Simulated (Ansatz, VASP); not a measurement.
I: VASP beside Ansatz

The input INCAR:

```
SYSTEM = I
PREC     = Accurate       ! precision mode
ENCUT    = 520            ! plane-wave cutoff, eV
EDIFF    = 1E-7           ! SCF threshold, eV
ISMEAR   = -1             ! smearing method
SIGMA    = 0.1            ! smearing width, eV
LREAL    = .FALSE.        ! projectors in reciprocal space
LASPH    = .TRUE.         ! aspherical terms in the spheres
NELM     = 80             ! most SCF steps
ALGO     = Normal         ! electronic algorithm
ISIF     = 2              ! what is computed and relaxed
LWAVE    = .FALSE.        ! write WAVECAR
LCHARG   = .FALSE.        ! write CHGCAR
GGA      = PE             ! functional
NBANDS   = 14             ! bands
```

File KPOINTS:

```
regular mesh
0
G
  11 11 11
  0 0 0
```

The input POSCAR:

```
I
1.0
    2.0674304520     -1.1936315280      3.3825027487
    0.0000000000      2.3872630560      3.3825027487
   -2.0674304520     -1.1936315280      3.3825027487
I
2
Direct
    0.2500000000      0.2500000000      0.2500000000
   -0.2500000000     -0.2500000000     -0.2500000000
```

Input for Ansatz:

```yaml
crystal:
  lattice:
    - [2.067430452, -1.193631528, 3.3825027487]
    - [0.0, 2.387263056, 3.3825027487]
    - [-2.067430452, -1.193631528, 3.3825027487]
  atoms:
    - { symbol: I, position: [0.25, 0.25, 0.25] }
    - { symbol: I, position: [-0.25, -0.25, -0.25] }
kpoints:
  mp_grid: { grid: [11, 11, 11] }
scf:
  occupations: { method: fermi_dirac, width: 0.1 }
hamiltonian:
  xc: pbe
  pseudopotentials: { kind: all_electron, lapw: { basis_error: 0.001 } }
output:
  forces: true
  stress: true
  eigenvalues: true
  populations: true
```

Change from the starting cell: volume scaled by 0.6, LAPW.

Alike in both runs: task single point; functional PBE; k mesh 11 × 11 × 11; occupations fermi-dirac, width 0.1 eV; no spin polarisation.

|  | VASP | Ansatz |
| --- | --- | --- |
| version | VASP 6.6.1 | Ansatz 0.2.0 |
| potentials or method | VASP PAW PBE potentials, release 64 (I) | all-electron LAPW, scalar-relativistic |
| plane-wave cutoff (eV) | 520 | see its input |

```tsv
	VASP	Ansatz	Ansatz less VASP
pressure (GPa)	42.7	42.8	+0.04
largest component of the traceless stress (GPa)	0.11	0.11	0.000
```

Ansatz ran all-electron here, so the differences hold the error of VASP's frozen core and of both bases.

Caveats: so large a pressure means that the cell lies far from this level's equilibrium, or that cutoff or potentials fall short (VASP). Spin-orbit coupling is left out, which matters for the levels of I.
